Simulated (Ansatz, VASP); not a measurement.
## One calculation of Na, two programs

The input INCAR:

```
ALGO = Normal
EDIFF = 1E-8
ENCUT = 520
GGA = PS
ISIF = 2
ISMEAR = -1
LASPH = True
LCHARG = False
LEFG = True
LREAL = False
LWAVE = False
NBANDS = 10
NELM = 80
PREC = Accurate
SIGMA = 0.05
```

File KPOINTS:

```
k-points
0
Gamma
  12 12 12
```

File POSCAR:

```
Na
1.0
   -2.1590301515      2.1590301515      2.1590301515
    2.1590301515     -2.1590301515      2.1590301515
    2.1590301515      2.1590301515     -2.1590301515
Na
1
Direct
    0.0000000000      0.0000000000      0.0000000000
```

Input for Ansatz:

```yaml
crystal:
  lattice:
    - [-2.1590301515, 2.1590301515, 2.1590301515]
    - [2.1590301515, -2.1590301515, 2.1590301515]
    - [2.1590301515, 2.1590301515, -2.1590301515]
  atoms:
    - { symbol: Na, position: [0.0, 0.0, 0.0] }
kpoints:
  mp_grid: { grid: [12, 12, 12] }
scf:
  occupations: { method: fermi_dirac, width: 0.05 }
hamiltonian:
  xc: pbesol
  pseudopotentials: { kind: all_electron, datasets: crystal }
output:
  forces: true
  stress: true
  eigenvalues: true
  efg: { contact_densities: true }
```

Change from the starting cell: volume scaled by 1.06, crystal datasets.

Alike in both runs: task electric field gradients; functional PBEsol; k mesh 12 × 12 × 12; occupations fermi-dirac, width 0.05 eV; no spin polarisation.

```csv
,VASP,Ansatz
version,VASP 6.6.1,Ansatz 0.2.0
potentials or method,"VASP PAW PBE potentials, release 64 (Na_pv)","all-electron PAW with datasets made for the crystal, scalar-relativistic"
plane-wave cutoff (eV),520,see its input
```

|  | VASP | Ansatz | Ansatz less VASP |
| --- | --- | --- | --- |
| pressure (GPa) | -0.7 | -0.7 | +0.01 |
| Vzz of the field gradient on the site that differs most (V/Å²) | 0.0 | 0.0 | 0.00 |

Ansatz ran all-electron here, so the differences hold the error of VASP's frozen core and of both bases.

Caveats: the PAW data sets were made with another functional, which shifts forces and pressure a little (VASP).
